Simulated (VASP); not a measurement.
# Si (Fd-3m) in VASP: further runs

Runs on Si. Level: LDA. Tasks: single point.

Program: VASP 6.6.1. These are calculated values, not measurements. Logs are shortened: lines on timing, memory, paths and dates and some standing lists are left out, and cuts for length are marked.

### 1 Starting point

It takes space group Fd-3m (No. 227, cubic). The conventional cell has a = 5.402 Å, b = 5.402 Å, c = 5.402 Å, α = 90.00°, β = 90.00°, γ = 90.00°. Si (site symmetry -43m) is surrounded by 4 Si at 2.34 Å.

### 2 Single point, LDA

Contents of INCAR:

```
SYSTEM = Si
ALGO = Normal
EDIFF = 1E-7
ENCUT = 520
ISIF = 2
ISMEAR = 0
LASPH = .TRUE.
LCHARG = .FALSE.
LREAL = .FALSE.
LWAVE = .FALSE.
NBANDS = 11
NELM = 100
PREC = Accurate
SIGMA = 0.02
```

Contents of KPOINTS:

```
k-points
0
G
  8 8 8
  0 0 0
```

Contents of POSCAR:

```
Si
1.0
    0.0000000000      2.7009711380      2.7009711380
    2.7009711380      0.0000000000      2.7009711380
    2.7009711380      2.7009711380      0.0000000000
Si
2
Direct
    0.7500000000      0.7500000000      0.7500000000
    0.5000000000      0.5000000000      0.5000000000
```

Potentials or basis: VASP PAW LDA potentials, release 64 (Si).

Command:

```console
$ cat potpaw_LDA.64/Si/POTCAR > POTCAR
$ mpirun -np 1 vasp_std > vasp.out
```

OUTCAR:

```text
SYSTEM = Si
   EDIFF = 1E-7
   ENCUT = 520
   ISIF = 2
   ISMEAR = 0
   LASPH = .TRUE.
   LREAL = .FALSE.
   NELM = 100
   PREC = Accurate

 ion  position               nearest neighbor table
   1  0.750  0.750  0.750-   2 2.34   2 2.34   2 2.34   2 2.34
   2  0.500  0.500  0.500-   1 2.34   1 2.34   1 2.34   1 2.34

  LATTYP: Found a face centered cubic cell.
 ALAT       =     5.4019422760

  Lattice vectors:

 A1 = (   0.0000000000,   2.7009711380,   2.7009711380)
 A2 = (   2.7009711380,   0.0000000000,   2.7009711380)
 A3 = (   2.7009711380,   2.7009711380,   0.0000000000)

Analysis of symmetry for initial positions (statically):
=====================================================================
 Subroutine PRICEL returns:
 Original cell was already a primitive cell.

 Routine SETGRP: Setting up the symmetry group for a
 face centered cubic supercell.

 Subroutine GETGRP returns: Found 48 space group operations
 (whereof 24 operations were pure point group operations)
 out of a pool of 48 trial point group operations.

The static configuration has the point symmetry T_d .
 The point group associated with its full space group is O_h .

Analysis of symmetry for dynamics (positions and initial velocities):
=====================================================================
 Subroutine PRICEL returns:
 Original cell was already a primitive cell.

 Routine SETGRP: Setting up the symmetry group for a
 face centered cubic supercell.

 Subroutine GETGRP returns: Found 48 space group operations
 (whereof 24 operations were pure point group operations)
 out of a pool of 48 trial point group operations.

The dynamic configuration has the point symmetry T_d .
 The point group associated with its full space group is O_h .

 Subroutine INISYM returns: Found 48 space group operations
 (whereof 24 operations are pure point group operations),
 and found     1 'primitive' translations

----------------------------------------------------------------------------------------

                                     Primitive cell

  volume of cell :      39.4085

  direct lattice vectors                    reciprocal lattice vectors
     0.000000000  2.700971138  2.700971138    -0.185118602  0.185118602  0.185118602
     2.700971138  0.000000000  2.700971138     0.185118602 -0.185118602  0.185118602
     2.700971138  2.700971138  0.000000000     0.185118602  0.185118602 -0.185118602

  length of vectors
     3.819750015  3.819750015  3.819750015     0.320634823  0.320634823  0.320634823

  position of ions in fractional coordinates (direct lattice)
     0.750000000  0.750000000  0.750000000
     0.500000000  0.500000000  0.500000000

  ion indices of the primitive-cell ions
   primitive index   ion index
                 1           1
                 2           2

----------------------------------------------------------------------------------------

 KPOINTS: k-points

Automatic generation of k-mesh.
 Grid dimensions read from file:
 generate k-points for:    8    8    8

 Generating k-lattice:

  Cartesian coordinates                     Fractional coordinates (reciprocal lattice)
    -0.023139825  0.023139825  0.023139825     0.125000000  0.000000000  0.000000000
     0.023139825 -0.023139825  0.023139825     0.000000000  0.125000000  0.000000000
     0.023139825  0.023139825 -0.023139825     0.000000000  0.000000000  0.125000000

  Length of vectors
     0.040079353  0.040079353  0.040079353

  Shift w.r.t. Gamma in fractional coordinates (k-lattice)
     0.000000000  0.000000000  0.000000000

 Subroutine IBZKPT returns following result:
 ===========================================

 Found     29 irreducible k-points:

 Following reciprocal coordinates:
            Coordinates               Weight
  0.000000  0.000000  0.000000      1.000000
  0.125000  0.000000  0.000000      8.000000
  0.250000  0.000000  0.000000      8.000000
  0.375000  0.000000  0.000000      8.000000
  0.500000  0.000000  0.000000      4.000000
  0.125000  0.125000  0.000000      6.000000
[... 16 lines left out ...]
  0.500000  0.250000  0.125000     48.000000
 -0.375000  0.250000  0.125000     24.000000
 [... further k-points ...]
   k-points           NKPTS =     29   k-points in BZ     NKDIM =     29   number of bands    NBANDS=     11
   number of dos      NEDOS =    301   number of ions     NIONS =      2
   total plane-waves  NPLWV =  21952
   dimension x,y,z NGX =    28 NGY =   28 NGZ =   28
   dimension x,y,z NGXF=    56 NGYF=   56 NGZF=   56
   ions per type =               2
   NGX,Y,Z   is equivalent  to a cutoff of  12.19, 12.19, 12.19 a.u.
   NGXF,Y,Z  is equivalent  to a cutoff of  24.37, 24.37, 24.37 a.u.
 SYSTEM =  Si
   PREC   = accura    normal or accurate (medium, high low for compatibility)
   ISTART =      0    job   : 0-new  1-cont  2-samecut
   ICHARG =      2    charge: 1-file 2-atom 10-const
   ISPIN  =      1    spin polarized calculation?
   LNONCOLLINEAR =      F non collinear calculations
   LSORBIT =      F    spin-orbit coupling
   LASPH  =      T    aspherical Exc in radial PAW
   ENCUT  =  520.0 eV  38.22 Ry    6.18 a.u.   7.10  7.10  7.10*2*pi/ulx,y,z
   NELM   =    100;   NELMIN=  2; NELMDL= -5     # of ELM steps
   EDIFF  = 0.1E-06   stopping-criterion for ELM
   LREAL  =      F    real-space projection
   EDIFFG = 0.1E-05   stopping-criterion for IOM
   NSW    =      0    number of steps for IOM
   IBRION =     -1    ionic relax: 0-MD 1-quasi-New 2-CG
   NFREE  =      0    steps in history (QN), initial steepest desc. (CG)
   ISIF   =      2    stress and relaxation
   ISYM   =      2    0-nonsym 1-usesym 2-fastsym
   POTIM  = 0.5000    time-step for ionic-motion
   TEBEG  =    0.0;   TEEND  =   0.0 temperature during run
   PSTRESS=    0.0 pullay stress
   NELECT =       8.0000    total number of electrons
   NUPDOWN=      -1.0000    fix difference up-down
   EMIN   =  10.00;   EMAX   =-10.00  energy-range for DOS
   EFERMI =   0.00;   METHOD = LEGACY
   ISMEAR =     0;   SIGMA  =   0.02  broadening in eV -4-tet -1-fermi 0-gaus
   EFERMI_NEDOS =   21; number of points for ismear=-14 and -15
   IALGO  =     38    algorithm
   IMIX   =      4    mixing-type and parameters
     AMIX     =   0.40;   BMIX     =  1.00
     AMIX_MAG =   1.60;   BMIX_MAG =  1.00
  volume/ion in A,a.u.               =      19.70       132.97
  Fermi-wavevector in a.u.,A,eV,Ry     =   0.962147  1.818195 12.595285  0.925727
  Thomas-Fermi vector in A             =   2.091581
   LORBIT       =      0    0 simple, 1 ext, 2 COOP (PROOUT), +10 PAW based schemes
   GGA     = CA    functional components
   LHFCALC =     F    Hartree Fock is set to
   AEXX    =    0.0000 exact exchange contribution
   IVDW    =     0    specifies the selected vdW correction
   LEPSILON=     F    determine dielectric tensor
   LRPA    =     F    only Hartree local field effects (RPA)
 non-spin polarized calculation
 Gauss-broadening in eV      SIGMA  =   0.02
  energy-cutoff  :      520.00
  volume of cell :       39.41
 maximum number of plane-waves:      1072
   NGX = 15   NGY = 15   NGZ = 15

 number of electron       8.0000001 magnetization

 Free energy of the ion-electron system (eV)
  ---------------------------------------------------
  ext. energy  EPLUGINS =         0.00000000
  ---------------------------------------------------
  free energy    TOTEN  =       -11.91556939 eV

  energy without entropy =      -11.91556939  energy(sigma->0) =      -11.91556939

 E-fermi :   6.0811     XC(G=0):  -9.6651

 val. band max:        5.9350073830   @ k =   0.0000   0.0000   0.0000
 cond. band min:       6.4244029852   @ k =   0.3750   0.3750   0.0000
 fundamental gap:      0.4893956022
 Fermi energy:         6.0811197335

 k-point     1 :       0.0000    0.0000    0.0000
  band No.  band energies     occupation
      1      -6.1320      2.00000
      2       5.9350      2.00000
      3       5.9350      2.00000
      4       5.9350      2.00000
      5       8.4651      0.00000
      6       8.4651      0.00000
      7       8.4651      0.00000
      8       9.3272      0.00000
      9      13.6702      0.00000
     10      13.6702      0.00000
     11      13.6792      0.00000

 k-point     2 :       0.1250    0.0000    0.0000
  band No.  band energies     occupation
      1      -5.9250      2.00000
      2       4.3178      2.00000
      3       5.6408      2.00000
      4       5.6408      2.00000
      5       8.4029      0.00000
      6       8.8958      0.00000
      7       8.8958      0.00000
      8      10.6585      0.00000
      9      13.1591      0.00000
     10      13.1591      0.00000
     11      14.4933      0.00000

 k-point     3 :       0.2500    0.0000    0.0000
  band No.  band energies     occupation
      1      -5.3205      2.00000
      2       1.9628      2.00000
      3       5.1657      2.00000
      4       5.1657      2.00000
      5       7.9184      0.00000
      6       9.4101      0.00000
      7       9.4101      0.00000
      8      12.8299      0.00000
      9      13.1037      0.00000
     10      13.1037      0.00000
     11      14.7638      0.00000

 k-point     4 :       0.3750    0.0000    0.0000
  band No.  band energies     occupation
      1      -4.4099      2.00000
      2      -0.0854      2.00000
      3       4.8377      2.00000
      4       4.8377      2.00000
      5       7.5500      0.00000
      6       9.3376      0.00000
      7       9.3376      0.00000
      8      13.6475      0.00000
      9      14.5068      0.00000
     10      14.5068      0.00000
     11      15.5646      0.00000
[... 239 lines left out ...]
 k-point    22 :       0.3750    0.2500    0.1250
  band No.  band energies     occupation
      1      -4.7832      2.00000
      2       1.6241      2.00000
      3       3.1590      2.00000
      4       4.4842      2.00000
      5       8.3145      0.00000
      6       9.8058      0.00000
      7      10.0501      0.00000
      8      11.4201      0.00000
      9      13.7147      0.00000
     10      16.2147      0.00000
     11      16.9147      0.00000

 k-point    23 :       0.5000    0.2500    0.1250
  band No.  band energies     occupation
      1      -3.8788      2.00000
      2       0.0469      2.00000
      3       2.5459      2.00000
      4       3.9689      2.00000
      5       8.7416      0.00000
      6       9.4311      0.00000
      7      10.8999      0.00000
      8      11.8495      0.00000
      9      14.9446      0.00000
     10      15.6229      0.00000
     11      17.8700      0.00000

 k-point    24 :      -0.3750    0.2500    0.1250
  band No.  band energies     occupation
      1      -3.2085      2.00000
      2      -0.9220      2.00000
      3       2.4194      2.00000
      4       3.7332      2.00000
      5       8.9552      0.00000
      6       8.9746      0.00000
      7      11.8274      0.00000
      8      13.0035      0.00000
      9      13.3029      0.00000
     10      16.4683      0.00000
     11      17.6291      0.00000

 [... further k-points ...]
[... 5 lines left out ...]
  --------------------------------------------------------------------------------------
  -------------------------------------------------------------------------------------
  Total        0.0137962      0.0137962      0.0137962      0.0000000      0.0000000      0.0000000
  in kB        0.5608914      0.5608914      0.5608914      0.0000000      0.0000000      0.0000000
  external PRESSURE =       0.5608914 kB  Pullay stress =       0.0000000 kB

 VOLUME and BASIS-vectors are now :
 -----------------------------------------------------------------------------
  energy-cutoff  :      520.00
  volume of cell :       39.41
      direct lattice vectors                 reciprocal lattice vectors
     0.000000000  2.700971138  2.700971138    -0.185118602  0.185118602  0.185118602
     2.700971138  0.000000000  2.700971138     0.185118602 -0.185118602  0.185118602
     2.700971138  2.700971138  0.000000000     0.185118602  0.185118602 -0.185118602

 POSITION                                       TOTAL-FORCE (eV/Angst)
 -----------------------------------------------------------------------------------
      4.05146      4.05146      4.05146        -0.000000     -0.000000     -0.000000
      2.70097      2.70097      2.70097         0.000000      0.000000      0.000000
 -----------------------------------------------------------------------------------
    total drift:                                0.000000      0.000000     -0.000000

  FREE ENERGIE OF THE ION-ELECTRON SYSTEM (eV)
  ---------------------------------------------------
  free  energy   TOTEN  =       -11.9155693860 eV

  energy  without entropy=      -11.9155693860  energy(sigma->0) =      -11.91556939
```

It took 4.4 s on 1 thread of Intel Xeon 6975P-C (Granite Rapids), shared host; peak memory 0.13 GiB.

What came out:

- Free energy: -11.9156 eV
- Pressure: 0.1 GPa
- Band gap on the k mesh: 0.49 eV, indirect (least direct gap 2.53 eV)

### 3 Single point, LDA

Contents of INCAR:

```
SYSTEM = Si
PREC     = Accurate       ! precision mode
ENCUT    = 520            ! plane-wave cutoff, eV
EDIFF    = 1E-7           ! SCF threshold, eV
ISMEAR   = 0              ! smearing method
SIGMA    = 0.02           ! smearing width, eV
LREAL    = .FALSE.        ! projectors in reciprocal space
LASPH    = .TRUE.         ! aspherical terms in the spheres
NELM     = 100            ! most SCF steps
ALGO     = Normal         ! electronic algorithm
ISIF     = 2              ! what is computed and relaxed
LWAVE    = .FALSE.        ! write WAVECAR
LCHARG   = .FALSE.        ! write CHGCAR
GGA      = CA             ! functional
NBANDS   = 11             ! bands
```

Contents of KPOINTS:

```
Automatic mesh
0
G
  12 12 12
  0 0 0
```

POSCAR is that of step 2.

Potentials or basis: VASP PAW LDA potentials, release 64 (Si).

Command:

```console
$ cat potpaw_LDA.64/Si/POTCAR > POTCAR
$ mpirun -np 1 vasp_std > vasp.out
```

OUTCAR:

```text
SYSTEM = Si
   PREC = Accurate
   ENCUT = 520
   EDIFF = 1E-7
   ISMEAR = 0
   LREAL = .FALSE.
   LASPH = .TRUE.
   NELM = 100
   ISIF = 2
   GGA = CA

 ion  position               nearest neighbor table
   1  0.750  0.750  0.750-   2 2.34   2 2.34   2 2.34   2 2.34
   2  0.500  0.500  0.500-   1 2.34   1 2.34   1 2.34   1 2.34

  LATTYP: Found a face centered cubic cell.
 ALAT       =     5.4019422760

  Lattice vectors:

 A1 = (   0.0000000000,   2.7009711380,   2.7009711380)
 A2 = (   2.7009711380,   0.0000000000,   2.7009711380)
 A3 = (   2.7009711380,   2.7009711380,   0.0000000000)
[... 515 lines left out ...]
      7      10.2904      0.00000
      8      13.8668      0.00000
      9      14.4241      0.00000
     10      14.7072      0.00000
     11      17.0302      0.00000

 [... further k-points ...]
[... 5 lines left out ...]
  --------------------------------------------------------------------------------------
  -------------------------------------------------------------------------------------
  Total        0.0117167      0.0117167      0.0117167     -0.0000000     -0.0000000     -0.0000000
  in kB        0.4763489      0.4763489      0.4763489     -0.0000000     -0.0000000     -0.0000000
  external PRESSURE =       0.4763489 kB  Pullay stress =       0.0000000 kB

 VOLUME and BASIS-vectors are now :
 -----------------------------------------------------------------------------
  energy-cutoff  :      520.00
  volume of cell :       39.41
      direct lattice vectors                 reciprocal lattice vectors
     0.000000000  2.700971138  2.700971138    -0.185118602  0.185118602  0.185118602
     2.700971138  0.000000000  2.700971138     0.185118602 -0.185118602  0.185118602
     2.700971138  2.700971138  0.000000000     0.185118602  0.185118602 -0.185118602

 POSITION                                       TOTAL-FORCE (eV/Angst)
 -----------------------------------------------------------------------------------
      4.05146      4.05146      4.05146        -0.000000     -0.000000      0.000000
      2.70097      2.70097      2.70097         0.000000      0.000000     -0.000000
 -----------------------------------------------------------------------------------
    total drift:                                0.000000      0.000000     -0.000000

  FREE ENERGIE OF THE ION-ELECTRON SYSTEM (eV)
  ---------------------------------------------------
  free  energy   TOTEN  =       -11.9197444238 eV

  energy  without entropy=      -11.9197444238  energy(sigma->0) =      -11.91974442
```

Wall time 10 s (1 thread of Intel Xeon 6975P-C (Granite Rapids), shared host); peak memory 0.14 GiB.

What came out:

* Free energy: -11.9197 eV
* Pressure: 0.0 GPa
* Band gap on the k mesh: 0.44 eV, indirect (least direct gap 2.53 eV)
